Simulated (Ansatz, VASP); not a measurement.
## KF (Carobbiite) in VASP and in Ansatz

```
CELL_PARAMETERS angstrom
0.00000 2.65896 2.65896
2.67784 0.00000 2.65896
2.67784 2.65896 0.00000
ATOMIC_POSITIONS crystal
K 0.00000 0.00000 0.00000
F 0.50000 0.50000 0.50000
```

Change from the starting cell: uniaxial_x strain +0.7%.

Alike in both runs: task single point; functional r2SCAN; k mesh 8 × 8 × 8; no spin polarisation.

|  | VASP | Ansatz |
| --- | --- | --- |
| version | VASP 6.6.1 | Ansatz 0.2.0 |
| potentials or method | VASP PAW PBE potentials, release 64 (K_sv, F) | plane waves, PAW |
| plane-wave cutoff (eV) | 520 | 500 |
| occupations | gaussian, width 0.01 eV | fixed |
| valence electrons in the cell | 16 | 16 |

VASP gave:

| Property | Result |
| --- | --- |
| gap on the k mesh at the Fermi level (eV) | 6.87 |
| pressure (GPa) | -0.3 |
| largest component of the traceless stress (GPa) | 0.29 |

Estimate Ansatz's values.

gap on the k mesh at the Fermi level (eV): 6.87; pressure (GPa): -0.2; largest component of the traceless stress (GPa): 0.28.

Caveats: the PAW data sets were made with another functional, which shifts forces and pressure a little (VASP). A k mesh can miss the band edges.
